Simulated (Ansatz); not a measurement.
Program: Ansatz. Geometries: PBE0-D4/def2-TZVP. ΔE: electronic, gas phase. CBS: MP2 limit from def2 TZ/QZ plus the TZ coupled-cluster correction, frozen cores. This one scheme is used for every species. Each species was taken in one conformer, which may not be the lowest.

`CCCOCC` + H₂ → `CCOCC` + CH₄  (hydrogenolysis of a C–C bond)

| species | CCSD(T)/CBS(def2) energy (Eh) |
| --- | --- |
| `CCCOCC` | -272.65322 |
| H₂ | -1.17544 |
| `CCOCC` | -233.39238 |
| CH₄ | -40.46206 |

Problem. Work out ΔE.

Solution. ΔE = (-233.39238) + (-40.46206) − (-272.65322) − (-1.17544) = -0.02578 Eh = -67.7 kJ/mol.

Largest T1 diagnostic among the species: 0.010.

In def2-TZVPP, CCSD(T) changes the Hartree–Fock value by +17.8 kJ/mol (the triples alone add +3.4 kJ/mol) and MP2 by +20.5 kJ/mol. The D4 term adds +7.6 kJ/mol with B3LYP and +4.3 kJ/mol with PBE0; it sums over pairs of atoms, weighted by their polarisabilities, and B3LYP, whose exchange is more repulsive, gets the larger term.

B3LYP here is the variant with VWN-RPA as its local correlation; programs differ in this.
